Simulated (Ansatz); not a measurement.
Exact exchange in HfC: computed gaps and pressures at one geometry

```cif
data_structure
_symmetry_space_group_name_H-M 'Fm-3m'
_symmetry_Int_Tables_number 225
_cell_length_a 4.6500
_cell_length_b 4.6500
_cell_length_c 4.6500
_cell_angle_alpha 90.000
_cell_angle_beta 90.000
_cell_angle_gamma 90.000
_cell_volume 100.54
loop_
_atom_site_label
_atom_site_type_symbol
_atom_site_symmetry_multiplicity
_atom_site_Wyckoff_symbol
_atom_site_fract_x
_atom_site_fract_y
_atom_site_fract_z
_atom_site_occupancy
Hf1 Hf 4 b 0.50000 0.00000 0.00000 1
C1 C 4 a 0.00000 0.00000 0.00000 1
```

All runs: Ansatz, plane waves and PAW, scalar-relativistic (no spin–orbit coupling), 6×6×6 k-mesh, Gaussian smearing of 0.05 eV, no spin polarisation. Semilocal reference PBE: gap zero (metallic on this mesh), pressure 0.2 GPa. The hybrids carry no U.

**Question.** What gap and pressure does wPBEh give at this geometry?

**Answer.** Gap zero (metallic on this mesh), pressure -0.6 GPa.

**Question.** And the other functionals?

**Answer.** 
```json
{"functional": "HSE06-type hybrid with an exact-exchange fraction of 0.35", "gap": "zero (metallic on this mesh)", "pressure (GPa)": "-1.8", "cutoff (eV)": "420", "core-seconds": "35"}
{"functional": "HSE06-type hybrid with an exact-exchange fraction of 0.45 and a screening parameter of 0.3 Å⁻¹", "gap": "zero (metallic on this mesh)", "pressure (GPa)": "-2.0", "cutoff (eV)": "420", "core-seconds": "35"}
{"functional": "HSE06-type hybrid with a screening parameter of 0.6 Å⁻¹", "gap": "zero (metallic on this mesh)", "pressure (GPa)": "-0.6", "cutoff (eV)": "420", "core-seconds": "32"}
{"functional": "PBE0-type hybrid with an exact-exchange fraction of 0.1", "gap": "zero (metallic on this mesh)", "pressure (GPa)": "-0.6", "cutoff (eV)": "420", "core-seconds": "31"}
{"functional": "HSE06-type hybrid with an exact-exchange fraction of 0.35 and a screening parameter of 0.5 Å⁻¹", "gap": "zero (metallic on this mesh)", "pressure (GPa)": "-1.1", "cutoff (eV)": "420", "core-seconds": "35"}
{"functional": "LC-wPBE", "gap": "zero (metallic on this mesh)", "pressure (GPa)": "-2.3", "cutoff (eV)": "420", "core-seconds": "87"}
{"functional": "wPBEh", "gap": "zero (metallic on this mesh)", "pressure (GPa)": "-0.6", "cutoff (eV)": "420", "core-seconds": "34"}
```

On shared hosts the hybrid runs at the reference's cutoff took roughly 26 to 74 times the core time of the semilocal one on the same mesh, with some more bands.

Caveats: core times come from shared hosts and scatter; exact exchange suits metals badly: it thins the states at the Fermi level; filled bands differ between k-points; gaps are read on a coarse mesh; stress loosely converged; the mesh of this hybrid run is coarse for a metal.
